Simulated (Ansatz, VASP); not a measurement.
# Two plane-wave programs on MgS

File INCAR:

```
PREC = Accurate
ENCUT = 520
EDIFF = 1E-6
ISMEAR = 0
SIGMA = 0.05
LREAL = F
LASPH = T
NELM = 80
ALGO = Normal
ISIF = 2
LWAVE = F
LCHARG = T
GGA = PS
LELF = T
LVHAR = T
NBANDS = 11
```

Contents of KPOINTS:

```
regular mesh
0
Gamma
  8 8 8
```

POSCAR

```
MgS
1.0
    0.0000000000      2.6016500000      2.5366087500
    2.6016500000      0.0000000000      2.5366087500
    2.6016500000      2.6016500000      0.0000000000
Mg S
1 1
Direct
    0.0000000000      0.0000000000      0.0000000000
    0.5000000000      0.5000000000      0.5000000000
```

Input for Ansatz:

```yaml
crystal:
  lattice:
    - [0.0, 2.60165, 2.53660875]
    - [2.60165, 0.0, 2.53660875]
    - [2.60165, 2.60165, 0.0]
  atoms:
    - { symbol: Mg, position: [0.0, 0.0, 0.0] }
    - { symbol: S, position: [0.5, 0.5, 0.5] }
basis:
  ecutwfc: 420
kpoints:
  mp_grid: { grid: [8, 8, 8] }
hamiltonian:
  xc: pbesol
scf:
  occupations: { method: gaussian, width: 0.05 }
output:
  forces: true
  stress: true
  eigenvalues: true
```

Change from the starting cell: strain +0.000 along x and y, -0.025 along z, atoms carried along.

Alike in both runs: task single point; functional PBEsol; k mesh 8 × 8 × 8; occupations gaussian, width 0.05 eV; no spin polarisation.

|  | VASP | Ansatz |
| --- | --- | --- |
| version | VASP 6.6.1 | Ansatz 0.2.0 |
| potentials or method | VASP PAW PBE potentials, release 64 (Mg, S) | scalar-relativistic, plane waves, PAW |
| plane-wave cutoff (eV) | 520 | 420 |
| valence electrons in the cell | 8 | 16 |

```csv
,VASP,Ansatz,Ansatz less VASP
gap on the k mesh at the Fermi level (eV),2.64,2.63,-0.004
least direct gap on the mesh (eV),3.76,3.76,0.000
pressure (GPa),0.9,1.2,+0.21
largest component of the traceless stress (GPa),2.09,2.10,+0.006
```

The two sets of potentials don't hold the same shells in valence.

Caveats: the PAW data sets were made with another functional, which shifts forces and pressure a little (VASP). A k mesh can miss the band edges.
